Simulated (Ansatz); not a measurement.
Runs of Ansatz 0.2.0 on ZrSe2. It takes space group P-3m1 (No. 164, trigonal). The conventional cell has a = 3.798 Å, b = 3.798 Å, c = 6.192 Å, α = 90.00°, β = 90.00°, γ = 120.00°. Around Zr (site symmetry -3m) lie 6 Se at 2.68 Å. Se (site symmetry 3m) has 3 Zr at 2.68 Å as nearest neighbours. 

```tsv
task	level	U	cell	cutoff (eV)	basis error allowed	gap on the mesh (eV)	pressure (GPa)	largest force (eV/Å)
relaxation of cell and atoms	PBEsol	-	relaxed to 30 GPa	-	0.002 eV/atom	-	30.0	0.01
relaxation of cell and atoms	PBEsol	-	relaxed to 5 GPa	-	0.002 eV/atom	-	5.0	-
density of states	PBEsol+U	Zr d U = 2 eV	as given	216	0.002 eV/atom	0.64	0.4	(b)
density of states	PBEsol+U	Zr d U = 8 eV	as given	216	0.002 eV/atom	2.17	6.7	(a)
```

Alike in all rows: potentials or basis all-electron LAPW, scalar-relativistic; no spin polarisation; k mesh 8 × 8 × 5; smearing fermi-dirac 0.05 eV.

Estimate the missing entries.

(a) 0.66; (b) 0.20.

Caveats: this functional lacks dispersion, which binds the layers, so the pressure and a relaxed spacing across them are unreliable; U is the effective U less J, on atomic orbitals that reach past the spheres (some runs); an odd mesh through Γ misses points on the zone boundary, where band edges often lie (some runs); the density of states is complete only up to the lowest level of the last band computed (some runs).

A k mesh can miss the band edges, and the runs leave out spin-orbit coupling on Se, Zr.

The runs don't all hold the same shells in valence.
